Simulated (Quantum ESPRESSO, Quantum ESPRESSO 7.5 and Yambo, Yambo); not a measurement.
## A GW chain in Yambo: SiC (P6_3mc)

How does a plane-wave GW calculation on SiC (P6_3mc) run from the first input to the gap?

Main program and level: Quantum ESPRESSO 7.5 and Yambo 5.3.0; PBE and many-body steps on it, plane waves.

**Experimental background.**

- Gap 3.26 eV: band gap of pure 4H-SiC, stated as experimental; bulk crystal (pure 4H-SiC, measurement details not given) (quoted in “IBIL Measurement and Optical Simulation of the DI Center in 4H-SiC”, 2023, pmc:10096426).

- Gap 3.285 eV: band gap at low temperature, quoted from earlier experiments; bulk crystal (quoted in “Excitation properties of the divacancy in 4H-SiC”, 2018, arxiv:1804.01167).

- Gap 3.2 eV: experimental band gap quoted from earlier work; bulk crystal (quoted in “Local vibrational modes of Si vacancy spin qubits in SiC”, 2020, arxiv:2002.00067).

### Step 1. Starting point

The structure is hexagonal, space group P6_3mc (No. 186). The conventional cell has a = 3.076 Å, b = 3.076 Å, c = 10.071 Å, α = 90.00°, β = 90.00°, γ = 120.00°. Si has 4 C at 1.88 to 1.89 Å nearest. Nearest to Si lie 4 C at 1.88 to 1.89 Å. Nearest to C lie 4 Si at 1.88 to 1.89 Å. Nearest to C lie 4 Si at 1.88 to 1.89 Å. Farther neighbours are not listed.

The cell and positions are those that the Materials Project relaxed with its own functionals (PBE, PBE+U or r2SCAN), kept fixed.

### Step 2. Ground state

This step: Quantum ESPRESSO 7.5; DFT, PBE, plane waves, norm-conserving pseudopotentials.

The ground-state density comes first.

Input file pw.in:

```
&control
  calculation = 'scf'
  prefix = 'x'
  outdir = 'o'
  pseudo_dir = 'pseudo'
/
&system
  ibrav = 0
  nat = 8
  ntyp = 2
  ecutwfc = 74.0
  nbnd = 24
  force_symmorphic = .true.
/
&electrons
  conv_thr = 1e-10
  electron_maxstep = 80
  mixing_beta = 0.5
/
ATOMIC_SPECIES
  Si 28.085 Si.upf
  C 12.011 C.upf
CELL_PARAMETERS angstrom
  3.0756941497 -0.0000000000 0.0000000000
  -1.5378470748 2.6636292679 0.0000000000
  0.0000000000 0.0000000000 10.0706464800
ATOMIC_POSITIONS crystal
  Si 0.6666666667 0.3333333333 0.9378419800
  Si 0.3333333333 0.6666666667 0.4378419800
  Si 0.0000000000 0.0000000000 0.6878943800
  Si 0.0000000000 0.0000000000 0.1878943800
  C 0.6666666667 0.3333333333 0.7498025900
  C 0.3333333333 0.6666666667 0.2498025900
  C 0.0000000000 0.0000000000 0.5004600500
  C 0.0000000000 0.0000000000 0.0004600500
K_POINTS automatic
  6 6 2 0 0 0
```

Started as:

```
$ OMP_NUM_THREADS=1 mpirun -n 4 pw.x -nk 4 -in pw.in > pw.out
```

Log:

```text
Program PWSCF v.7.5 starts

     This program is part of the open-source Quantum ESPRESSO suite
     for quantum simulation of materials; please cite
         "P. Giannozzi et al., J. Phys.:Condens. Matter 21 395502 (2009);
         "P. Giannozzi et al., J. Phys.:Condens. Matter 29 465901 (2017);
         "P. Giannozzi et al., J. Chem. Phys. 152 154105 (2020);
     in publications or presentations arising from this work. More details at
     Message from routine setup:
     using ibrav=0 with symmetry is DISCOURAGED, use correct ibrav instead

     G-vector sticks info

     bravais-lattice index     =            0
     lattice parameter (alat)  =       5.8122  a.u.
     unit-cell volume          =     556.7637 (a.u.)^3
     number of atoms/cell      =            8
     number of atomic types    =            2
     number of electrons       =        32.00
     number of Kohn-Sham states=           24
     kinetic-energy cutoff     =      74.0000  Ry
     charge density cutoff     =     296.0000  Ry
     scf convergence threshold =      1.0E-10
     mixing beta               =       0.5000
     number of iterations used =            8  plain     mixing
     Exchange-correlation= PBE
                           (   1   4   3   4   0   0   0)

     celldm(1)=   5.812220  celldm(2)=   0.000000  celldm(3)=   0.000000
     celldm(4)=   0.000000  celldm(5)=   0.000000  celldm(6)=   0.000000

     crystal axes: (cart. coord. in units of alat)
               a(1) = (   1.000000  -0.000000   0.000000 )
               a(2) = (  -0.500000   0.866025   0.000000 )
               a(3) = (   0.000000   0.000000   3.274268 )

     reciprocal axes: (cart. coord. in units 2 pi/alat)
               b(1) = (  1.000000  0.577350 -0.000000 )
               b(2) = (  0.000000  1.154701 -0.000000 )
               b(3) = ( -0.000000 -0.000000  0.305412 )
     Pseudo is Norm-conserving + core correction, Zval =  4.0
     Generated using ONCVPSP code by D. R. Hamann
     Using radial grid of 1510 points,  6 beta functions with:
     Pseudo is Norm-conserving + core correction, Zval =  4.0
     Generated using ONCVPSP code by D. R. Hamann
     Using radial grid of 1248 points,  4 beta functions with:
     Si                4.00    28.08500     Si( 1.00)
     C                 4.00    12.01100     C ( 1.00)

      6 Sym. Ops. (no inversion) found

   Cartesian axes

     site n.     atom                  positions (alat units)
         1        Si     tau(   1) = (   0.5000000   0.2886751   3.0707458  )
         2        Si     tau(   2) = (  -0.0000000   0.5773503   1.4336119  )
         3        Si     tau(   3) = (   0.0000000   0.0000000   2.2523505  )
         4        Si     tau(   4) = (   0.0000000   0.0000000   0.6152165  )
         5        C      tau(   5) = (   0.5000000   0.2886751   2.4550545  )
         6        C      tau(   6) = (  -0.0000000   0.5773503   0.8179206  )
         7        C      tau(   7) = (   0.0000000   0.0000000   1.6386403  )
         8        C      tau(   8) = (   0.0000000   0.0000000   0.0015063  )

     number of k points=    14
                       cart. coord. in units 2pi/alat
        k(    1) = (   0.0000000   0.0000000   0.0000000), wk =   0.0277778
        k(    2) = (   0.0000000   0.0000000  -0.1527059), wk =   0.0277778
        k(    3) = (   0.0000000   0.1924501   0.0000000), wk =   0.1666667
        k(    4) = (   0.0000000   0.1924501  -0.1527059), wk =   0.1666667
        k(    5) = (   0.0000000   0.3849002   0.0000000), wk =   0.1666667
        k(    6) = (   0.0000000   0.3849002  -0.1527059), wk =   0.1666667
        k(    7) = (   0.0000000  -0.5773503   0.0000000), wk =   0.0833333
        k(    8) = (   0.0000000  -0.5773503  -0.1527059), wk =   0.0833333
        k(    9) = (   0.1666667   0.2886751   0.0000000), wk =   0.1666667
        k(   10) = (   0.1666667   0.2886751  -0.1527059), wk =   0.1666667
        k(   11) = (   0.1666667   0.4811252   0.0000000), wk =   0.3333333
        k(   12) = (   0.1666667   0.4811252  -0.1527059), wk =   0.3333333
        k(   13) = (   0.3333333   0.5773503   0.0000000), wk =   0.0555556
        k(   14) = (   0.3333333   0.5773503  -0.1527059), wk =   0.0555556

     Dense  grid:    47781 G-vectors     FFT dimensions: (  32,  32, 108)

     Initial potential from superposition of free atoms

     starting charge      31.9974, renormalised to      32.0000
     Starting wfcs are   32 randomized atomic wfcs

     per-process dynamical memory:    43.6 Mb

     Self-consistent Calculation

     iteration #  1     ecut=    74.00 Ry     beta= 0.50

     total energy              =     -81.73755223 Ry
     estimated scf accuracy    <       1.73497666 Ry

     iteration #  2     ecut=    74.00 Ry     beta= 0.50

     total energy              =     -82.15226645 Ry
     estimated scf accuracy    <       0.07190896 Ry

     iteration #  3     ecut=    74.00 Ry     beta= 0.50

     total energy              =     -82.15527948 Ry
     estimated scf accuracy    <       0.01468537 Ry

     iteration #  4     ecut=    74.00 Ry     beta= 0.50

     total energy              =     -82.15706115 Ry
     estimated scf accuracy    <       0.00520743 Ry

     iteration #  5     ecut=    74.00 Ry     beta= 0.50

     total energy              =     -82.15746158 Ry
     estimated scf accuracy    <       0.00029696 Ry

     iteration #  6     ecut=    74.00 Ry     beta= 0.50

     total energy              =     -82.15765044 Ry
     estimated scf accuracy    <       0.00016914 Ry

     iteration #  7     ecut=    74.00 Ry     beta= 0.50

     total energy              =     -82.15761648 Ry
     estimated scf accuracy    <       0.00007073 Ry

     iteration #  8     ecut=    74.00 Ry     beta= 0.50

     total energy              =     -82.15763615 Ry
     estimated scf accuracy    <       0.00000197 Ry

     iteration #  9     ecut=    74.00 Ry     beta= 0.50

     total energy              =     -82.15763593 Ry
     estimated scf accuracy    <       0.00000086 Ry

     iteration # 10     ecut=    74.00 Ry     beta= 0.50

     total energy              =     -82.15763607 Ry
     estimated scf accuracy    <       0.00000004 Ry

     iteration # 11     ecut=    74.00 Ry     beta= 0.50

     total energy              =     -82.15763606 Ry
     estimated scf accuracy    <       0.00000003 Ry

     iteration # 12     ecut=    74.00 Ry     beta= 0.50

     total energy              =     -82.15763607 Ry
     estimated scf accuracy    <          3.1E-09 Ry

     iteration # 13     ecut=    74.00 Ry     beta= 0.50

     total energy              =     -82.15763607 Ry
     estimated scf accuracy    <          6.0E-10 Ry

     iteration # 14     ecut=    74.00 Ry     beta= 0.50

     End of self-consistent calculation

          k = 0.0000 0.0000 0.0000 (  5975 PWs)   bands (ev):

    -5.9065  -4.7274  -4.6903  -2.3298   0.9692   5.2136   5.2542   8.4176
     8.4176   8.8798   8.8798   9.0221   9.0221   9.5541   9.6070   9.6070
    14.7181  15.2976  15.9184  15.9433  16.6000  16.6000  16.6246  17.0213

          k = 0.0000 0.0000-0.1527 (  5896 PWs)   bands (ev):

    -5.6014  -5.6014  -3.3509  -3.3509   2.4825   2.4825   8.0588   8.0588
     8.5617   8.5617   8.5618   8.5618   9.4003   9.4003   9.4003   9.4003
    14.9266  14.9266  16.3900  16.3900  16.6895  16.6895  16.6895  16.6895

          k = 0.0000 0.1925 0.0000 (  5970 PWs)   bands (ev):

    -5.4260  -4.2640  -4.2245  -1.9306   1.4042   5.2303   5.2968   6.3075
     7.1679   7.3173   7.6842   8.0758   8.3790   8.4405   9.2205   9.3602
    14.3922  15.0788  15.3568  16.4259  16.7646  17.0710  17.2053  17.3011

          k = 0.0000 0.1925-0.1527 (  5966 PWs)   bands (ev):

     [... further k-points ...]

     highest occupied, lowest unoccupied level (ev):     9.6070   11.8350

!    total energy              =     -82.15763607 Ry
     estimated scf accuracy    <          9.2E-11 Ry

     The total energy is the sum of the following terms:
     one-electron contribution =      22.45812901 Ry
     hartree contribution      =       9.39351775 Ry
     xc contribution           =     -30.25601132 Ry
     ewald contribution        =     -83.75327150 Ry

     convergence has been achieved in  14 iterations

     XML data file, charge density, pseudopotentials, collected wavefunctions

=------------------------------------------------------------------------------=
   JOB DONE.
=------------------------------------------------------------------------------=
```

Wall time 22 s (4 MPI ranks of Arm Neoverse N1, shared host); peak memory 0.35 GiB.

This step gave:

| Property | Result |
| --- | --- |
| total energy | -1117.8116 eV |
| gap | 2.228 eV |
| k of the valence top | 0, 0, 0 |
| k of the conduction bottom | 0, -0.5, 0 |
| least direct gap | 3.353 eV |

The gap is indirect, with the least direct gap 1.13 eV higher.

### Step 3. Bands along the symmetry lines

The cheap functional maps the bands first; the places of the edges decide which points the dearer methods must see.

Input file pw.in:

```
&control
  calculation = 'bands'
  prefix = 'x'
  outdir = 'o'
  pseudo_dir = 'pseudo'
/
&system
  ibrav = 0
  nat = 8
  ntyp = 2
  ecutwfc = 74.0
  nbnd = 22
  force_symmorphic = .true.
/
&electrons
  conv_thr = 1e-9
  electron_maxstep = 80
  diago_full_acc = .true.
  diago_thr_init = 5e-6
/
ATOMIC_SPECIES
  Si 28.085 Si.upf
  C 12.011 C.upf
CELL_PARAMETERS angstrom
  3.0756941497 -0.0000000000 0.0000000000
  -1.5378470748 2.6636292679 0.0000000000
  0.0000000000 0.0000000000 10.0706464800
ATOMIC_POSITIONS crystal
  Si 0.6666666667 0.3333333333 0.9378419800
  Si 0.3333333333 0.6666666667 0.4378419800
  Si 0.0000000000 0.0000000000 0.6878943800
  Si 0.0000000000 0.0000000000 0.1878943800
  C 0.6666666667 0.3333333333 0.7498025900
  C 0.3333333333 0.6666666667 0.2498025900
  C 0.0000000000 0.0000000000 0.5004600500
  C 0.0000000000 0.0000000000 0.0004600500
K_POINTS crystal
  75
  0.00000000 0.00000000 0.00000000 1
  0.06250000 0.00000000 0.00000000 1
  0.12500000 0.00000000 0.00000000 1
  0.18750000 0.00000000 0.00000000 1
  0.25000000 0.00000000 0.00000000 1
  0.31250000 0.00000000 0.00000000 1
  0.37500000 0.00000000 0.00000000 1
  0.43750000 0.00000000 0.00000000 1
  0.50000000 0.00000000 0.00000000 1
  0.47916667 0.04166667 0.00000000 1
  0.45833333 0.08333333 0.00000000 1
  0.43750000 0.12500000 0.00000000 1
  0.41666666 0.16666666 0.00000000 1
  0.39583333 0.20833333 0.00000000 1
  0.37500000 0.25000000 0.00000000 1
  0.35416666 0.29166666 0.00000000 1
  0.33333333 0.33333333 0.00000000 1
  0.29166666 0.29166666 0.00000000 1
  0.25000000 0.25000000 0.00000000 1
  0.20833333 0.20833333 0.00000000 1
  0.16666666 0.16666666 0.00000000 1
  0.12500000 0.12500000 0.00000000 1
  0.08333333 0.08333333 0.00000000 1
  0.04166667 0.04166667 0.00000000 1
  0.00000000 0.00000000 0.00000000 1
  0.00000000 0.00000000 0.06250000 1
  0.00000000 0.00000000 0.12500000 1
  0.00000000 0.00000000 0.18750000 1
  0.00000000 0.00000000 0.25000000 1
  0.00000000 0.00000000 0.31250000 1
  0.00000000 0.00000000 0.37500000 1
  0.00000000 0.00000000 0.43750000 1
  0.00000000 0.00000000 0.50000000 1
  0.06250000 0.00000000 0.50000000 1
  0.12500000 0.00000000 0.50000000 1
  0.18750000 0.00000000 0.50000000 1
  0.25000000 0.00000000 0.50000000 1
  0.31250000 0.00000000 0.50000000 1
  0.37500000 0.00000000 0.50000000 1
  0.43750000 0.00000000 0.50000000 1
  0.50000000 0.00000000 0.50000000 1
  0.47916667 0.04166667 0.50000000 1
  0.45833333 0.08333333 0.50000000 1
  0.43750000 0.12500000 0.50000000 1
  0.41666666 0.16666666 0.50000000 1
  0.39583333 0.20833333 0.50000000 1
  0.37500000 0.25000000 0.50000000 1
  0.35416666 0.29166666 0.50000000 1
  0.33333333 0.33333333 0.50000000 1
  0.29166666 0.29166666 0.50000000 1
  0.25000000 0.25000000 0.50000000 1
  0.20833333 0.20833333 0.50000000 1
  0.16666666 0.16666666 0.50000000 1
  0.12500000 0.12500000 0.50000000 1
  0.08333333 0.08333333 0.50000000 1
  0.04166667 0.04166667 0.50000000 1
  0.00000000 0.00000000 0.50000000 1
  0.50000000 0.00000000 0.50000000 1
  0.50000000 0.00000000 0.43750000 1
  0.50000000 0.00000000 0.37500000 1
  0.50000000 0.00000000 0.31250000 1
  0.50000000 0.00000000 0.25000000 1
  0.50000000 0.00000000 0.18750000 1
  0.50000000 0.00000000 0.12500000 1
  0.50000000 0.00000000 0.06250000 1
  0.50000000 0.00000000 0.00000000 1
  0.33333333 0.33333333 0.50000000 1
  0.33333333 0.33333333 0.43750000 1
  0.33333333 0.33333333 0.37500000 1
  0.33333333 0.33333333 0.31250000 1
  0.33333333 0.33333333 0.25000000 1
  0.33333333 0.33333333 0.18750000 1
  0.33333333 0.33333333 0.12500000 1
  0.33333333 0.33333333 0.06250000 1
  0.33333333 0.33333333 0.00000000 1
```

Log:

```text
[banner, memory and clock lines left out]
Program PWSCF v.7.5 starts

     Atomic positions and unit cell read from directory:
     o/x.save/

     Message from routine setup:
     using ibrav=0 with symmetry is DISCOURAGED, use correct ibrav instead

     G-vector sticks info

     bravais-lattice index     =            0
     lattice parameter (alat)  =       5.8122  a.u.
     unit-cell volume          =     556.7637 (a.u.)^3
     number of atoms/cell      =            8
     number of atomic types    =            2
     number of electrons       =        32.00
     number of Kohn-Sham states=           22
     kinetic-energy cutoff     =      74.0000  Ry
     charge density cutoff     =     296.0000  Ry
     Exchange-correlation= PBE
                           (   1   4   3   4   0   0   0)

     celldm(1)=   5.812220  celldm(2)=   0.000000  celldm(3)=   0.000000
     celldm(4)=   0.000000  celldm(5)=   0.000000  celldm(6)=   0.000000

     crystal axes: (cart. coord. in units of alat)
               a(1) = (   1.000000  -0.000000   0.000000 )
               a(2) = (  -0.500000   0.866025   0.000000 )
               a(3) = (   0.000000   0.000000   3.274268 )

     reciprocal axes: (cart. coord. in units 2 pi/alat)
               b(1) = (  1.000000  0.577350 -0.000000 )
               b(2) = (  0.000000  1.154701 -0.000000 )
               b(3) = ( -0.000000 -0.000000  0.305412 )
     Pseudo is Norm-conserving + core correction, Zval =  4.0
     Generated using ONCVPSP code by D. R. Hamann
     Using radial grid of 1510 points,  6 beta functions with:
     Pseudo is Norm-conserving + core correction, Zval =  4.0
     Generated using ONCVPSP code by D. R. Hamann
     Using radial grid of 1248 points,  4 beta functions with:
     Si                4.00    28.08500     Si( 1.00)
     C                 4.00    12.01100     C ( 1.00)

      6 Sym. Ops. (no inversion) found

   Cartesian axes

     site n.     atom                  positions (alat units)
         1        Si     tau(   1) = (   0.5000000   0.2886751   3.0707458  )
         2        Si     tau(   2) = (  -0.0000000   0.5773503   1.4336119  )
         3        Si     tau(   3) = (   0.0000000   0.0000000   2.2523505  )
         4        Si     tau(   4) = (   0.0000000   0.0000000   0.6152165  )
         5        C      tau(   5) = (   0.5000000   0.2886751   2.4550545  )
         6        C      tau(   6) = (  -0.0000000   0.5773503   0.8179206  )
         7        C      tau(   7) = (   0.0000000   0.0000000   1.6386403  )
         8        C      tau(   8) = (   0.0000000   0.0000000   0.0015063  )

     number of k points=    75
                       cart. coord. in units 2pi/alat
        k(    1) = (   0.0000000   0.0000000   0.0000000), wk =   0.0266667
        k(    2) = (   0.0625000   0.0360844   0.0000000), wk =   0.0266667
        k(    3) = (   0.1250000   0.0721688   0.0000000), wk =   0.0266667
[...]
[... 63 further rows ...]
        k(   74) = (   0.3333333   0.5773503   0.0190882), wk =   0.0266667
        k(   75) = (   0.3333333   0.5773503   0.0000000), wk =   0.0266667

     Dense  grid:    47781 G-vectors     FFT dimensions: (  32,  32, 108)

     The potential is recalculated from file :
     o/x.save/charge-density

     Starting wfcs are   32 randomized atomic wfcs

     Band Structure Calculation

     End of band structure calculation

          k = 0.0000 0.0000 0.0000 (  5975 PWs)   bands (ev):

    -5.9065  -4.7273  -4.6903  -2.3297   0.9692   5.2137   5.2542   8.4176
     8.4176   8.8798   8.8798   9.0222   9.0222   9.5542   9.6071   9.6071
    14.7181  15.2976  15.9184  15.9434  16.6001  16.6001

          k = 0.0625 0.0361 0.0000 (  5951 PWs)   bands (ev):

    -5.8385  -4.6615  -4.6242  -2.2721   1.0319   5.2367   5.2784   8.0142
[...]
14.9601  15.5146  15.9334  16.0470  16.4558  16.5661

          k = 0.1250 0.0722 0.0000 (  5952 PWs)   bands (ev):

[...]
14.8744  15.5374  15.6319  16.3074  16.5596  16.8568

[...]
k = 0.3333 0.5774 0.0191 (  6009 PWs)   bands (ev):

[...]
13.5457  13.5457  14.8309  15.2601  15.2601  18.4598

          k = 0.3333 0.5774 0.0000 (  6012 PWs)   bands (ev):

    -1.4310  -1.2200  -1.2200  -1.1344   1.9196   2.3206   2.3206   3.4054
     3.4054   3.4306   5.2216   5.2216   5.6050   6.7305   6.7305   7.9314
    13.5862  13.5862  14.8027  15.2083  15.2083  18.5501

     XML data file, pseudopotentials, collected wavefunctions
```

Wall time 31 s (4 MPI ranks); peak memory 0.3 GiB.

This step gave:

```
gap                        : 2.228 eV
k of the valence top       : 0, 0, 0
k of the conduction bottom : 0.5, 0, 0
least direct gap           : 3.353 eV
```

The gap is 2.228 eV, as in the run before at this level.

The electronic bands at the labelled points (eV, zero at the top of the highest filled band):

```
    point  band 13  band 14  band 15  band 16  band 17  band 18  band 19  band 20
        Γ    -0.58    -0.05     0.00     0.00     5.11     5.69     6.31     6.34
  halfway    -1.67    -1.63    -0.83    -0.55     3.79     4.30     5.09     6.14
        M    -2.37    -2.23    -1.58    -1.13     2.23     2.36     4.24     4.76
  halfway    -3.20    -2.57    -1.93    -1.85     3.15     3.99     4.73     6.09
        K    -4.00    -2.88    -2.88    -1.68     3.98     3.98     5.20     5.60
  halfway    -2.51    -2.08    -1.56    -0.93     4.70     4.93     5.30     6.34
        Γ    -0.58    -0.05     0.00     0.00     5.11     5.69     6.31     6.34
  halfway    -0.41    -0.41    -0.06    -0.06     5.17     5.54     6.52     6.58
        A    -0.21    -0.21    -0.21    -0.21     5.32     5.32     6.78     6.78
  halfway    -1.28    -1.28    -0.92    -0.92     3.96     3.96     5.58     5.58
        L    -2.51    -2.51    -1.56    -1.56     2.64     2.64     4.22     4.22
  halfway    -3.23    -3.23    -2.04    -2.04     3.53     3.53     5.51     5.51
        H    -2.76    -2.76    -2.46    -2.46     3.25     3.25     6.69     6.69
  halfway    -2.15    -2.15    -1.04    -1.04     4.96     4.96     5.53     5.53
        A    -0.21    -0.21    -0.21    -0.21     5.32     5.32     6.78     6.78
jump to L    -2.51    -2.51    -1.56    -1.56     2.64     2.64     4.22     4.22
  halfway    -2.49    -1.97    -1.89    -1.24     2.47     2.47     4.03     4.79
        M    -2.37    -2.23    -1.58    -1.13     2.23     2.36     4.24     4.76
jump to H    -2.76    -2.76    -2.46    -2.46     3.25     3.25     6.69     6.69
  halfway    -3.58    -2.65    -2.65    -2.00     3.55     3.55     5.62     6.19
        K    -4.00    -2.88    -2.88    -1.68     3.98     3.98     5.20     5.60
```

(Part 1 of 3 ends here.)

[Paths, hosts, dates, memory and timing lines, banners, echoed tables and standing remarks are left out of the program output.]

[Logs are printed without paths, hosts, clocks, repeated set-up lines and the standing remarks that a program may print on its own settings, such as how far it seeks lower states.]

[Runs of the session that timed out or met a known fault of the program may be left out.]

[Hosts, paths, dates, database ids (printed as entryN), source tags and the programs' standing remarks are cut or masked in the printed files.]
